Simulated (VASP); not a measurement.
## Nb: single point with PBE

Nb:

```
Nb
1.0
     2.77701    0.00000    0.00000
    -1.38850    2.40496    0.00000
     0.00000    0.00000    4.94653
Nb
2
Direct
  0.66667 0.33333 0.75000
  0.33333 0.66667 0.25000
```

The cell isn't the ideal one: Ta replaced by Nb, lengths x 0.979, strained and moved within the space group.

```json
{
  "Program": "VASP 6.6.1",
  "Task": "single point",
  "Functional": "PBE",
  "Potentials or basis": "VASP PAW PBE potentials, release 64 (Nb_sv)",
  "Cutoff": "520 eV",
  "k mesh": "9 × 9 × 4",
  "Occupations": "gaussian, width 0.1 eV",
  "Spin": "no spin polarisation"
}
```

```
Pressure               : 23.8 GPa
Band gap on the k mesh : none (metal or under the smearing width)
```

Stress tensor (GPa, compression positive):
```
22.45  0.00  0.00
 0.00 22.45  0.00
 0.00  0.00 26.53
```

Levels at points of the mesh, in eV from the Fermi level:
| k point | band 10 | band 11 | band 12 | band 13 | band 14 | band 15 | band 16 | band 17 |
| --- | --- | --- | --- | --- | --- | --- | --- | --- |
| (0.00, 0.00, 0.00) | -4.26 | -0.97 | 0.22 | 0.22 | 0.81 | 0.81 | 1.09 | 2.67 |
| (0.00, 0.00, 0.50) | -4.68 | -1.25 | -1.25 | 0.28 | 0.28 | 0.28 | 0.28 | 4.14 |

Wall time 13 s on 1 thread of Intel(R) Xeon(R) 6975P-C (Granite Rapids), on a shared host, peak memory 0.16 GiB.

Caveat: so large a pressure means that the cell lies far from this level's equilibrium, or that cutoff or potentials fall short.
